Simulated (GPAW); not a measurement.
# PbSe (Clausthalite) (Fm-3m) in GPAW: a series of runs, part 2 of 2

GPAW 26.7.0.

**4. Relaxation of cell and atoms, PBE, collinear spin, ferromagnetic start (volume scaled by 1.04)**

The input, run.py:

```python
import spglib
from ase import Atoms
from ase.filters import FrechetCellFilter
from ase.io import read, write
from ase.optimize import BFGS
from gpaw import GPAW, PW, setup_paths

setup_paths.insert(0, '.')

atoms = read('PbSe.cif')
cell, positions, numbers = spglib.find_primitive(
    (atoms.cell[:], atoms.get_scaled_positions(), atoms.numbers), symprec=1e-4)
atoms = Atoms(numbers, cell=cell, scaled_positions=positions, pbc=True)
atoms.set_initial_magnetic_moments([0.5, 0.0])

calc = GPAW(mode=PW(450),
            xc='PBE',
            kpts={'size': (6, 6, 6), 'gamma': True},
            occupations={'name': 'fermi-dirac', 'width': 0.05},
            nbands=19,
            convergence={'density': 1e-05, 'forces': 0.0001},
            maxiter=80,
            txt='gpaw.txt')
atoms.calc = calc
opt = BFGS(FrechetCellFilter(atoms), trajectory='relax.traj', logfile='-')
done = opt.run(fmax=0.02, steps=100)
calc.write('gs.gpw')
write('result.traj', atoms)
print('Converged:', done)
print('Cell:', atoms.cell.cellpar().round(4))
print('Volume:', round(atoms.get_volume(), 4))
print(atoms.get_scaled_positions().round(5))
```

The input, PbSe.cif:

```cif
data_PbSe
_cell_length_a 6.20185266
_cell_length_b 6.20185266
_cell_length_c 6.20185266
_cell_angle_alpha 90.00000000
_cell_angle_beta 90.00000000
_cell_angle_gamma 90.00000000
_space_group_name_H-M_alt 'Fm-3m'
_space_group_name_Hall '-F 4 2 3'
_space_group_IT_number 225
loop_
_space_group_symop_operation_xyz
'x,y,z'
'-x,-y,-z'
'-y,x,z'
'y,-x,-z'
'-x,-y,z'
'x,y,-z'
'y,-x,z'
'-y,x,-z'
'x,-y,-z'
'-x,y,z'
'-y,-x,-z'
'y,x,z'
'-x,y,-z'
'x,-y,z'
'y,x,-z'
'-y,-x,z'
'z,x,y'
'-z,-x,-y'
'z,-y,x'
'-z,y,-x'
'z,-x,-y'
'-z,x,y'
'z,y,-x'
'-z,-y,x'
'-z,x,-y'
'z,-x,y'
'-z,-y,-x'
'z,y,x'
'-z,-x,y'
'z,x,-y'
'-z,y,x'
'z,-y,-x'
'y,z,x'
'-y,-z,-x'
'x,z,-y'
'-x,-z,y'
'-y,z,-x'
'y,-z,x'
'-x,z,y'
'x,-z,-y'
'-y,-z,x'
'y,z,-x'
'-x,-z,-y'
'x,z,y'
'y,-z,-x'
'-y,z,x'
'x,-z,y'
'-x,z,-y'
'x,y+1/2,z+1/2'
'-x,-y+1/2,-z+1/2'
'-y,x+1/2,z+1/2'
[... 62 lines left out ...]
'-z+1/2,-x,-y+1/2'
'z+1/2,-y,x+1/2'
'-z+1/2,y,-x+1/2'
'z+1/2,-x,-y+1/2'
'-z+1/2,x,y+1/2'
'z+1/2,y,-x+1/2'
'-z+1/2,-y,x+1/2'
'-z+1/2,x,-y+1/2'
'z+1/2,-x,y+1/2'
'-z+1/2,-y,-x+1/2'
'z+1/2,y,x+1/2'
'-z+1/2,-x,y+1/2'
'z+1/2,x,-y+1/2'
'-z+1/2,y,x+1/2'
'z+1/2,-y,-x+1/2'
'y+1/2,z,x+1/2'
'-y+1/2,-z,-x+1/2'
'x+1/2,z,-y+1/2'
'-x+1/2,-z,y+1/2'
'-y+1/2,z,-x+1/2'
'y+1/2,-z,x+1/2'
'-x+1/2,z,y+1/2'
'x+1/2,-z,-y+1/2'
'-y+1/2,-z,x+1/2'
'y+1/2,z,-x+1/2'
'-x+1/2,-z,-y+1/2'
'x+1/2,z,y+1/2'
'y+1/2,-z,-x+1/2'
'-y+1/2,z,x+1/2'
'x+1/2,-z,y+1/2'
'-x+1/2,z,-y+1/2'
'x+1/2,y+1/2,z'
'-x+1/2,-y+1/2,-z'
'-y+1/2,x+1/2,z'
'y+1/2,-x+1/2,-z'
'-x+1/2,-y+1/2,z'
'x+1/2,y+1/2,-z'
'y+1/2,-x+1/2,z'
'-y+1/2,x+1/2,-z'
'x+1/2,-y+1/2,-z'
'-x+1/2,y+1/2,z'
'-y+1/2,-x+1/2,-z'
'y+1/2,x+1/2,z'
'-x+1/2,y+1/2,-z'
'x+1/2,-y+1/2,z'
'y+1/2,x+1/2,-z'
'-y+1/2,-x+1/2,z'
'z+1/2,x+1/2,y'
'-z+1/2,-x+1/2,-y'
'z+1/2,-y+1/2,x'
'-z+1/2,y+1/2,-x'
'z+1/2,-x+1/2,-y'
'-z+1/2,x+1/2,y'
'z+1/2,y+1/2,-x'
'-z+1/2,-y+1/2,x'
'-z+1/2,x+1/2,-y'
'z+1/2,-x+1/2,y'
'-z+1/2,-y+1/2,-x'
'z+1/2,y+1/2,x'
'-z+1/2,-x+1/2,y'
'z+1/2,x+1/2,-y'
'-z+1/2,y+1/2,x'
'z+1/2,-y+1/2,-x'
'y+1/2,z+1/2,x'
'-y+1/2,-z+1/2,-x'
'x+1/2,z+1/2,-y'
'-x+1/2,-z+1/2,y'
'-y+1/2,z+1/2,-x'
'y+1/2,-z+1/2,x'
'-x+1/2,z+1/2,y'
'x+1/2,-z+1/2,-y'
'-y+1/2,-z+1/2,x'
'y+1/2,z+1/2,-x'
'-x+1/2,-z+1/2,-y'
'x+1/2,z+1/2,y'
'y+1/2,-z+1/2,-x'
'-y+1/2,z+1/2,x'
'x+1/2,-z+1/2,y'
'-x+1/2,z+1/2,-y'
loop_
_atom_site_label
_atom_site_type_symbol
_atom_site_symmetry_multiplicity
_atom_site_Wyckoff_symbol
_atom_site_fract_x
_atom_site_fract_y
_atom_site_fract_z
_atom_site_occupancy
Pb1 Pb 4 a 0.0000000000 0.0000000000 0.0000000000 1
Se1 Se 4 b 0.5000000000 0.0000000000 0.0000000000 1
```

Potentials or basis: PAW data sets generated in the run's folder for this functional, pw.

On the command line:

```console
> gpaw-setup -f PBE Pb Se
> OMP_NUM_THREADS=1 python run.py
```

gpaw.txt:

```text
__  _  _
 | _ |_)|_||  |
 |__||  | ||/\| - 26.7.0

Input parameters:
  mode=PW(ecut=450.00000000000006),
  convergence={'density': 1e-05, 'forces': 0.0001},
  kpts=MonkhorstPack(size=(6, 6, 6), gamma=True),
  maxiter=80,
  nbands=19,
  occupations=Occupations(name='fermi-dirac', width=0.05),
  xc=XC(name='PBE')

Diagonalizing LCAO Hamiltonian
Converting LCAO to pw mode

                Se

       Pb

Atoms  # Å, Bohr magnetons
|   | symbol |        x |        y |        z |    initial magnetic moments |
|---|--------|----------|----------|----------|-----------------------------|
| 0 |     Pb | 0.000000 | 0.000000 | 0.000000 | ( 0.0000,  0.0000,  0.5000) |
| 1 |     Se | 3.100926 | 3.100926 | 3.100926 | ( 0.0000,  0.0000,  0.0000) |

Unit cell  # Å
| periodic |        x |        y |        z |  lengths |    angles |
|----------|----------|----------|----------|----------|-----------|
|      yes | 0.000000 | 3.100926 | 3.100926 | 4.385372 | 60.000000 |
|      yes | 3.100926 | 0.000000 | 3.100926 | 4.385372 | 60.000000 |
|      yes | 3.100926 | 3.100926 | 0.000000 | 4.385372 | 60.000000 |

Number of symmetries: 48
Symmetry operations  # r_c * U_cc + t_c -> r_c
|    | kind |            matrix            |
|----|------|------------------------------|
|  0 |  σ   |  1, 0, 0,  1, 0,-1,  1,-1, 0 |
|  1 |  C2  |  1, 0, 0,  1,-1, 0,  1, 0,-1 |
|  2 |  E   |  1, 0, 0,  0, 1, 0,  0, 0, 1 |
|  3 |  σ   |  1, 0, 0,  0, 0, 1,  0, 1, 0 |
|  4 |  C4  |  1, 0,-1,  1, 0, 0,  1,-1, 0 |
|  5 |  S6  |  1, 0,-1,  1,-1, 0,  1, 0, 0 |
|  6 |  σ   |  1, 0,-1,  0, 1,-1,  0, 0,-1 |
|  7 |  C3  |  1, 0,-1,  0, 0,-1,  0, 1,-1 |
|  8 |  S6  |  1,-1, 0,  1, 0, 0,  1, 0,-1 |
[... 168 lines left out ...]
SCF iterations
|iter     | |      energy | eigst |  dens |force |  magmom |
|---------|-|-------------|-------|-------|------|---------|
|iter:   1| |   -8.639909 | -0.30 |       |      |  +0.4878|
|iter:   2| |   -8.574376 | -2.19 | -1.07 |      |  +0.4634|
|iter:   3| |   -8.380410 | -1.86 | -1.11 |      |  +0.1924|
|iter:   4| |   -8.386559 | -3.78 | -1.65 |      |  +0.0838|
|iter:   5| |   -8.388833c| -4.15 | -2.00 |      |  +0.0055|
|iter:   6| |   -8.388987c| -5.36 | -2.69 |      |  +0.0003|
|iter:   7| |   -8.389021c| -5.93 | -3.09 |      |  -0.0005|
|iter:   8| |   -8.389024c| -6.73 | -3.61 |      |  +0.0000|
|iter:   9| |   -8.389024c| -7.50c| -4.36 |      |  +0.0000|
|iter:  10| |   -8.389024c| -8.02c| -5.09c|      |  +0.0000|
|iter:  11| |   -8.389024c| -8.58c| -5.77c|-21.98c|  +0.0000|

Converged in 11 steps
Energy contributions relative to reference atoms: (reference = -633377.999226)
[... 15 lines left out ...]
Total magnetic moment: (0.000000, 0.000000, 0.000003)

Local magnetic moments
|        x |        y |         z |
|----------|----------|-----------|
| 0.000000 | 0.000000 |  0.000002 |  # Pb   0
| 0.000000 | 0.000000 | -0.000004 |  # Se   1

Fermi level: 5.777
Eigenvalues  # (at kpt = [0.000, 0.000, 0.000])
| band index |      eig [eV] | occ [0-1] |      eig [eV] | occ [0-1] |
|------------|---------------|-----------|---------------|-----------|
|          0 |       -11.175 |     1.000 |       -11.175 |     1.000 |
|        ... |               |           |               |           |
|          2 |       -11.175 |     1.000 |       -11.175 |     1.000 |
|          3 |       -11.175 |     1.000 |       -11.175 |     1.000 |
|          4 |       -11.175 |     1.000 |       -11.175 |     1.000 |
|          5 |        -7.669 |     1.000 |        -7.669 |     1.000 |
[... 63 lines left out ...]
|  8 |  S6  |  1,-1, 0,  1, 0, 0,  1, 0,-1 |
[... 197 lines left out ...]
Total magnetic moment: (0.000000, 0.000000, 0.000000)

Local magnetic moments
|        x |        y |         z |
|----------|----------|-----------|
| 0.000000 | 0.000000 | -0.000000 |  # Pb   0
| 0.000000 | 0.000000 | -0.000000 |  # Se   1

Fermi level: 5.797
Eigenvalues  # (at kpt = [0.000, 0.000, 0.000])
| band index |      eig [eV] | occ [0-1] |      eig [eV] | occ [0-1] |
|------------|---------------|-----------|---------------|-----------|
|          0 |       -11.155 |     1.000 |       -11.155 |     1.000 |
|        ... |               |           |               |           |
|          2 |       -11.155 |     1.000 |       -11.155 |     1.000 |
|          3 |       -11.155 |     1.000 |       -11.155 |     1.000 |
|          4 |       -11.155 |     1.000 |       -11.155 |     1.000 |
|          5 |        -7.661 |     1.000 |        -7.661 |     1.000 |
|          6 |        -0.681 |     1.000 |        -0.681 |     1.000 |
|          7 |         3.888 |     1.000 |         3.888 |     1.000 |
[... 12 lines left out ...]
Gap: 0.366 eV
Transition (v -> c):
  (s=0, k=15, n=9, [0.50, 0.50, 0.50]) -> (s=0, k=15, n=10, [0.50, 0.50, 0.50])
No difference between direct/indirect transitions

Stress tensor  # eV/Ang^3
|        x |         y |         z |
|----------|-----------|-----------|
| 0.002130 |  0.000000 |  0.000000 |
| 0.000000 |  0.002130 | -0.000000 |
| 0.000000 | -0.000000 |  0.002130 |

Forces  # eV/Ang
|       x |        y |        z |
|---------|----------|----------|
| 0.00000 | -0.00000 | -0.00000 |  # Pb   0
| 0.00000 |  0.00000 |  0.00000 |  # Se   1

Interpolating wave functions to new cell

                Se

       Pb

Atoms  # Å, Bohr magnetons
|   | symbol |         x |        y |         z |    initial magnetic moments |
|---|--------|-----------|----------|-----------|-----------------------------|
| 0 |     Pb | -0.000000 | 0.000000 | -0.000000 | ( 0.0000,  0.0000, -0.0000) |
| 1 |     Se |  3.091468 | 3.091468 |  3.091468 | ( 0.0000,  0.0000, -0.0000) |

Unit cell  # Å
| periodic |         x |         y |        z |  lengths |    angles |
|----------|-----------|-----------|----------|----------|-----------|
|      yes | -0.000000 |  3.091468 | 3.091468 | 4.371996 | 60.000000 |
|      yes |  3.091468 | -0.000000 | 3.091468 | 4.371996 | 60.000000 |
|      yes |  3.091468 |  3.091468 | 0.000000 | 4.371996 | 60.000000 |

Number of symmetries: 48
Symmetry operations  # r_c * U_cc + t_c -> r_c
|    | kind |            matrix            |
|----|------|------------------------------|
|  0 |  σ   |  1, 0, 0,  1, 0,-1,  1,-1, 0 |
|  1 |  C2  |  1, 0, 0,  1,-1, 0,  1, 0,-1 |
|  2 |  E   |  1, 0, 0,  0, 1, 0,  0, 0, 1 |
|  3 |  σ   |  1, 0, 0,  0, 0, 1,  0, 1, 0 |
|  4 |  C4  |  1, 0,-1,  1, 0, 0,  1,-1, 0 |
|  5 |  S6  |  1, 0,-1,  1,-1, 0,  1, 0, 0 |
|  6 |  σ   |  1, 0,-1,  0, 1,-1,  0, 0,-1 |
|  7 |  C3  |  1, 0,-1,  0, 0,-1,  0, 1,-1 |
|  8 |  S6  |  1,-1, 0,  1, 0, 0,  1, 0,-1 |
[... 168 lines left out ...]
SCF iterations
|iter     | |      energy | eigst |  dens |force |  magmom |
|---------|-|-------------|-------|-------|------|---------|
|iter:   1| |   -8.392078 | -2.09 |       |      |  +0.0000|
|iter:   2| |   -8.391363 | -4.25 | -2.22 |      |  +0.0000|
|iter:   3| |   -8.387803c| -3.73 | -2.26 |      |  +0.0000|
|iter:   4| |   -8.387779c| -4.66 | -3.02 |      |  -0.0000|
|iter:   5| |   -8.387815c| -5.32 | -3.37 |      |  -0.0000|
|iter:   6| |   -8.387821c| -5.88 | -3.67 |      |  -0.0000|
|iter:   7| |   -8.387820c| -8.01c| -4.66 |      |  -0.0000|
|iter:   8| |   -8.387820c| -7.84c| -5.14c|      |  +0.0000|
|iter:   9| |   -8.387820c| -8.71c| -5.89c|-23.54c|  +0.0000|

Converged in 9 steps
Energy contributions relative to reference atoms: (reference = -633377.999226)
[... 15 lines left out ...]
Total magnetic moment: (0.000000, 0.000000, 0.000000)

Local magnetic moments
|        x |        y |        z |
|----------|----------|----------|
| 0.000000 | 0.000000 | 0.000000 |  # Pb   0
| 0.000000 | 0.000000 | 0.000000 |  # Se   1

Fermi level: 5.888
Eigenvalues  # (at kpt = [0.000, 0.000, 0.000])
| band index |      eig [eV] | occ [0-1] |      eig [eV] | occ [0-1] |
|------------|---------------|-----------|---------------|-----------|
|          0 |       -11.069 |     1.000 |       -11.069 |     1.000 |
|        ... |               |           |               |           |
|          2 |       -11.069 |     1.000 |       -11.069 |     1.000 |
|          3 |       -11.069 |     1.000 |       -11.069 |     1.000 |
|          4 |       -11.069 |     1.000 |       -11.069 |     1.000 |
|          5 |        -7.624 |     1.000 |        -7.624 |     1.000 |
|          6 |        -0.573 |     1.000 |        -0.573 |     1.000 |
|          7 |         3.952 |     1.000 |         3.952 |     1.000 |
[... 12 lines left out ...]
Gap: 0.343 eV
Transition (v -> c):
  (s=1, k=15, n=9, [0.50, 0.50, 0.50]) -> (s=0, k=15, n=10, [0.50, 0.50, 0.50])
No difference between direct/indirect transitions

Stress tensor  # eV/Ang^3
|         x |         y |         z |
|-----------|-----------|-----------|
| -0.000137 |  0.000000 |  0.000000 |
|  0.000000 | -0.000137 | -0.000000 |
|  0.000000 | -0.000000 | -0.000137 |

Forces  # eV/Ang
|       x |       y |       z |
|---------|---------|---------|
| 0.00000 | 0.00000 | 0.00000 |  # Pb   0
| 0.00000 | 0.00000 | 0.00000 |  # Se   1

# Writing to gs.gpw (mode='')
```

Run time: 39 s. Hardware: 1 thread of Intel Xeon Platinum 8559C (Emerald Rapids), shared host; peak memory 0.2 GiB.

What came out:

- Free energy: -8.3881 eV
- Relaxed volume: 29.55 Å³/atom
- Relaxed cell: a = 4.372 Å, b = 4.372 Å, c = 4.372 Å, α = 60.00°, β = 60.00°, γ = 60.00°
- Space group after relaxing (to 0.05 Å): Fm-3m (No. 225)
- Energy gained by relaxing: -0.6 meV/atom
- Ionic steps: 3
- Pressure after relaxing: 0.0 GPa
- Band gap on the k mesh: 0.34 eV, direct
- Net moment: 0.00 μB per cell

Step by step:
| step | energy change (eV) | largest force (eV/Å) | pressure (GPa) | volume (Å³) |
| --- | --- | --- | --- | --- |
| 1 | 0.0000 | 0.0000 | -0.42 | 59.64 |
| 2 | 0.0003 | 0.0000 | -0.34 | 59.54 |
| 3 | 0.0012 | 0.0000 | 0.02 | 59.09 |

Final structure:
```xyz
2
Lattice="0.0000 3.0915 3.0915 3.0915 0.0000 3.0915 3.0915 3.0915 0.0000" Properties=species:S:1:pos:R:3 pbc="T T T"
Pb    0.0000    0.0000    0.0000
Se    3.0915    3.0915    3.0915
```

Caveat: the cutoff is short for stress and forces, so pressures can be off by a GPa or more; each step starts from the last one's moments, so a moment once lost doesn't come back; later steps reuse the first step's grids; spin-orbit coupling is left out, which as a rule narrows the gap of such compounds by several tenths of an eV.

**5. Single point, SCAN**

The input, PbSe.xyz:

```xyz
2
Lattice="0.0000000000 3.0606500000 3.0606500000 3.0606500000 0.0000000000 3.0606500000 3.0606500000 3.0606500000 0.0000000000" Properties=species:S:1:pos:R:3 pbc="T T T"
Pb     0.0000000000      0.0000000000      0.0000000000
Se     3.0606500000      3.0606500000      3.0606500000
```

Potentials or basis: GPAW PAW data sets (gpaw-data 1.2.1), pw.

On the command line:

```console
> OMP_NUM_THREADS=1 gpaw run PbSe.xyz -p 'mode=PW(600),xc=MGGA_X_SCAN+MGGA_C_SCAN,kpts={size:(8,8,8),gamma:True},occupations={name:fermi-dirac,width:0.05},nbands=19,convergence={density:1e-05,energy:1e-05},maxiter=150,txt=gpaw.txt' --properties efs -w gs.gpw
```

Run time: 32 s. Hardware: 1 thread of Intel Xeon Platinum 8559C (Emerald Rapids), shared host; peak memory 0.32 GiB.

It converged, with:

- Free energy: -64.2673 eV
- Pressure: 0.8 GPa
- Band gap on the k mesh: 0.49 eV, direct

Levels at points of the mesh, in eV from the valence-band top:
```csv
k point,band 8,band 9,band 10,band 11,band 12,band 13
"(0.00, 0.00, 0.00)",-2.03,-2.03,-2.03,4.78,4.78,4.78
"(0.50, 0.50, 0.00)",-5.15,-3.40,-3.40,4.15,5.77,5.77
"(0.50, 0.50, 0.50)",-1.56,-1.56,0.00,0.49,1.74,1.74
```

Caveat: the PAW data sets were made with another functional, which shifts forces and pressure a little; spin-orbit coupling is left out, which as a rule narrows the gap of such compounds by several tenths of an eV.

**6. Comparison with measurements**

Step 5. A measured gap of PbSe is 0.28 eV (direct; 300 K; a printed reference work, monograph); the calculated 0.49 eV misses it by +0.21 eV. 2 values of this kind are on record (0.15 to 0.28 eV); this one was drawn at random. Spin-orbit coupling on Pb, Se is left out. The value is that of SCAN on a finite k mesh, which can miss the band edges, without temperature or zero-point motion.
